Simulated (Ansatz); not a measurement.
## AlNi₃ (Pm-3m), two-dimensional strain map

These are results of DFT PBEsol, scalar-relativistic, plane waves, PAW (Ansatz), not measurements. Cutoff 420 eV, Γ-centred 14×14×14 k-points, Gaussian smearing of 0.15 eV. Collinear spins, started from moments 0.0, 0.3, 0.3, 0.3 μB in atom order; the magnetic state may not be the lowest. Energies are free energies at this smearing, counted from the undisturbed cell; pressure is positive in compression.

Zero of the scan (relaxed at this level; it needn't be the usual structure):

```
Al Ni
1.0
     3.51909    0.00000    0.00000
     0.00000    3.51909    0.00000
     0.00000    0.00000    3.51909
Al Ni
1 3
Cartesian
  0.0000 0.0000 0.0000
  0.0000 1.7595 1.7595
  1.7595 0.0000 1.7595
  1.7595 1.7595 0.0000
```

The cell is strained by p along both x and y and by q along z, fractional coordinates fixed. Points are written (p, q).

Energy above the undisturbed cell in meV/atom (a dash: not computed):

```
 p \ q  -0.080  0.000  0.080
-0.080   536.1  244.5  150.1
 0.000    64.4    0.0   52.3
 0.080    65.2  152.9      –
```

Pressure in GPa:

| p \ q | -0.080 | 0.000 | 0.080 |
| --- | --- | --- | --- |
| -0.080 | 89.8 | 50.1 | 24.7 |
| 0.000 | 20.6 | 0.0 | -12.9 |
| 0.080 | -11.9 | -21.8 | – |